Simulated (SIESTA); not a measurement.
**Rh: equation of state with PBE**

**Measured values to compare with.**

From “Thermal equation of state of rhodium characterized by XRD in a resistively heated diamond anvil cell”, 2024, pmc:11535440, for a bulk crystal of Rh: bulk modulus 264 ± 1 GPa.

The system is Rh.

```
Rh
1.0
     0.00000    1.89785    1.89785
     1.89785    0.00000    1.89785
     1.89785    1.89785    0.00000
Rh
1
Direct
  0.00000 0.00000 0.00000
```

```json
{"Program": "SIESTA 5.4.2", "Task": "equation of state", "Functional": "PBE", "Potentials or basis": "PseudoDojo 0.4 standard (PBE files)", "Basis": "DZP (energy shift 0.002 Ry)", "Grid cutoff": "800 Ry", "Energy shift": "0.002 Ry", "k mesh": "12 × 12 × 12", "Occupations": "fermi-dirac, width 0.05 eV", "Spin": "no spin polarisation"}
```

```yaml
Equilibrium_volume: 14.19 Å³/atom
Bulk_modulus: 240 GPa
Pressure_derivative_of_the_bulk_modulus: "5.2 (rough: it moves with the points fitted)"
```

Energy against volume, from the lowest point:
| volume (Å³/atom) | energy (meV/atom) |
| --- | --- |
| 12.851 | 116.84 |
| 13.125 | 70.78 |
| 13.398 | 37.79 |
| 13.671 | 15.84 |
| 13.945 | 3.38 |
| 14.218 | 0.00 |
| 14.492 | 4.58 |

All runs of the series together: 5.1 min on 1 thread of Arm Neoverse V1 (shared host).

Measured bulk modulus of Rh: 264 GPa (quoted in “Thermal equation of state of rhodium characterized by XRD in a resistively heated diamond anvil cell”, 2024, pmc:11535440). This calculation gives 240 GPa (-9.2 %). The fit is for a static lattice scaled at fixed shape and fixed fractional positions.

Caveat: semicore shells carry a single zeta, which can move pressures by several GPa and volumes by a few percent; the basis of atomic orbitals isn't converged, which shifts pressures, moduli and gaps. PBE usually gives volumes a little too large and moduli too small.
